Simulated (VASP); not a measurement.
A run of VASP 6.6.1 is set up as follows.

INCAR

```
PREC     = Accurate       # precision mode
ENCUT    = 520            # plane-wave cutoff, eV
EDIFF    = 1E-7           # SCF threshold, eV
ISMEAR   = -1             # smearing method
SIGMA    = 0.1            # smearing width, eV
LREAL    = False          # projectors in reciprocal space
LASPH    = True           # aspherical terms in the spheres
NELM     = 100            # most SCF steps
ALGO     = Normal         # electronic algorithm
ISIF     = 2              # what is computed and relaxed
LWAVE    = False          # write WAVECAR
LCHARG   = True           # write CHGCAR
GGA      = PS             # functional
LELF     = True           # ELF
LVHAR    = True         
NBANDS   = 8              # bands
```

Contents of KPOINTS:

```
regular mesh
0
Gamma
  15 15 15
```

Contents of POSCAR:

```
As
1.0
   -1.6326270592      1.6326270592      1.6326270592
    1.6326270592     -1.6326270592      1.6326270592
    1.6326270592      1.6326270592     -1.6326270592
As
1
Direct
    0.0000000000      0.0000000000      0.0000000000
```

Potentials or basis: VASP PAW PBE potentials, release 64 (As).

Command:

```sh
$ cat potpaw_PBE.64/As/POTCAR > POTCAR
$ mpirun -np 1 vasp_std > vasp.out
```

Q: Predict the pressure.

A: 4.5 GPa.

Q: Estimate the band gap on the k mesh.

A: None (metal or under the smearing width).

Caveat: the PAW data sets were made with another functional, which shifts forces and pressure a little.
